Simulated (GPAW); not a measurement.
GaCuSe2:

```
Se Ga Cu
1.0
    -2.80955    2.80955    5.51300
     2.80955   -2.80955    5.51300
     2.80955    2.80955   -5.51300
Se Ga Cu
4 2 2
Direct
  0.12562 0.62500 0.00062
  0.87500 0.87438 0.49938
  0.62438 0.12500 0.99938
  0.37500 0.37562 0.50062
  0.25000 0.75000 0.50000
  0.50000 0.50000 0.00000
  0.75000 0.25000 0.50000
  0.00000 0.00000 0.00000
```

Base run:

| Item | Value |
| --- | --- |
| Program | GPAW 26.7.0 |
| Functional | PBE |
| Potentials or basis | GPAW PAW data sets (gpaw-data 1.2.1) |
| Cutoff | 450 eV |
| Basis | pw |
| k mesh | 5 × 5 × 5 |
| Occupations | fermi-dirac, width 0.001 eV |
| Spin | no spin polarisation |
| Hubbard terms | Cu d U = 8.0 eV |

Its results: band gap on the k mesh 0.93 eV, direct; electronic dielectric tensor (diagonal) 9.55, 9.55, 10.48.

Task: The run is repeated on the same cell with these changes: hubbard terms from Cu d U = 8.0 eV to Cu d U = 2.0 eV. What comes out?

Result: Band gap on the k mesh 0.45 eV, direct; electronic dielectric tensor (diagonal) 19.07, 19.07, 29.23.

Caveats: the long-wavelength limit can be off by several per cent where d states take part; response on these states lacks terms of the Hamiltonian; the gap is small at this level, which inflates the dielectric constant (some runs).

A k mesh can miss the band edges.
